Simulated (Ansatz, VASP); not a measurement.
## InO: VASP beside Ansatz

```
In O
1.0
     3.45361    0.00000    0.00000
    -1.72681    2.99092    0.00000
     0.00000    0.00000   15.87710
In O
2 2
Direct
  0.66667 0.33333 0.40998
  0.66667 0.33333 0.59002
  0.00000 0.00000 0.36013
  0.00000 0.00000 0.63987
```

Alike in both runs: task single point; functional PBE; k mesh 9 × 9 × 2; occupations fermi-dirac, width 0.05 eV; no spin polarisation.

|  | VASP | Ansatz |
| --- | --- | --- |
| version | VASP 6.6.1 | Ansatz 0.2.0 |
| potentials or method | VASP PAW PBE potentials, release 64 (In_d, O), cutoff 520 eV | all-electron LAPW, scalar-relativistic |

```csv
,VASP,Ansatz,Ansatz less VASP
gap on the k mesh at the Fermi level (eV),0.36,0.37,+0.015
least direct gap on the mesh (eV),1.09,1.10,+0.012
rms of the force components (eV/Å),0.008,0.025,+0.0166
```

Atom by atom the forces differ by 0.017 eV/Å (rms over components). Ansatz ran all-electron here, so the differences hold the error of VASP's frozen core and of both bases.

Caveats: spin-orbit coupling is left out, which moves the levels of the heavy elements.
